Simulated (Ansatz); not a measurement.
Relaxed bulk TaSi₂:

```
CELL_PARAMETERS angstrom
4.80564 0.00000 0.00000
-2.40282 4.16181 0.00000
0.00000 0.00000 6.59717
ATOMIC_POSITIONS crystal
Ta 0.50000 0.00000 0.00000
Ta 0.50000 0.50000 0.66667
Ta 0.00000 0.50000 0.33333
Si 0.15891 0.31783 0.00000
Si 0.84109 0.15891 0.66667
Si 0.68217 0.84109 0.33333
Si 0.84109 0.68217 0.00000
Si 0.15891 0.84109 0.66667
Si 0.31783 0.15891 0.33333
```

Miller indices refer to the conventional cell of P6_422 (No. 181), a = 4.806 Å, b = 4.806 Å, c = 6.597 Å, α = 90.00°, β = 90.00°, γ = 120.00°.

Consider the (001) slab of 5 planes, 8.8 Å thick with 15 Å of vacuum as cut; outer planes TaSi2 (top) and TaSi2 (bottom), all atoms relaxed.

The calculation used DFT PBE, scalar-relativistic, plane waves, PAW in Ansatz. Plane waves to 420 eV, a k mesh through Γ of 9×9×1 on the computed 15-atom cell and Gaussian smearing (0.10 eV); no spin polarisation. A dipole correction removes the field between periodic images along c.

Task: Give the surface energy (mean of both faces).

Result: 2.35 J/m².

Task: Predict the work function.

Result: 4.20 eV.

Task: The top two planes lie 2.199 Å apart in the bulk. How does relaxation change this?

Result: The spacing becomes 2.226 Å (+1.2 %), and the top plane rumples by 0.166 Å.

Spin-orbit coupling is left out, which matters for the bands of heavy elements.